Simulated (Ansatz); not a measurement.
PbO:

```
Pb O
1.0
     5.87600    0.00000    0.00000
     0.00000    5.47600    0.00000
     0.00000    0.00000    4.74300
Pb O
4 4
Direct
  0.76900 0.51400 0.25000
  0.23100 0.48600 0.75000
  0.76900 0.98600 0.75000
  0.23100 0.01400 0.25000
  0.13200 0.58200 0.25000
  0.86800 0.41800 0.75000
  0.13200 0.91800 0.75000
  0.86800 0.08200 0.25000
```

```yaml
Program: Ansatz 0.2.0
Task: relaxation of cell and atoms
Functional: r2SCAN
Potentials_or_basis: Ansatz PAW
Cutoff: "500 eV (not typed: the program's choice for these potentials)"
k_mesh: 5 × 5 × 6
Occupations: fermi-dirac, width 0.05 eV
Spin: no spin polarisation
```

At the start: volume 19.08 Å³/atom.

Task: How do energy, volume and symmetry change on relaxing?

Result: It ends after 9 steps and the volume is 20.48 Å³/atom (+7.4 %); space group Pbcm (No. 57, to 0.05 Å).

Step by step:
| step | energy change (eV) | largest force (eV/Å) | volume (Å³) |
| --- | --- | --- | --- |
| 1 | 0.0000 | 1.0444 | 152.62 |
| 2 | -0.2351 | 0.8822 | 155.87 |
| 3 | -0.3766 | 0.2617 | 160.68 |
| 4 | -0.4027 | 0.1625 | 161.00 |
| 5 | -0.4329 | 0.0312 | 162.69 |
| 6 | -0.4350 | 0.0207 | 163.23 |
| 7 | -0.4353 | 0.0141 | 163.97 |
| 8 | -0.4353 | 0.0038 | 163.87 |
| 9 | -0.4375 | 0.0038 | 163.87 |

Final structure:
```
CELL_PARAMETERS angstrom
6.15405 0.00000 0.00000
0.00000 5.64389 0.00000
0.00000 0.00000 4.71800
ATOMIC_POSITIONS crystal
Pb 0.77962 0.48361 0.25000
Pb 0.22038 0.51639 0.75000
Pb 0.77962 0.01639 0.75000
Pb 0.22038 0.98361 0.25000
O 0.12608 0.59691 0.25000
O 0.87392 0.40309 0.75000
O 0.12608 0.90309 0.75000
O 0.87392 0.09691 0.25000
```

Caveat: the plane-wave basis is chosen anew once the cell has moved, so the energies of steps on either side of that aren't comparable; the PAW data sets come from PBE, with cores solved anew for the run's functional, which leaves a small shift of forces and pressure.
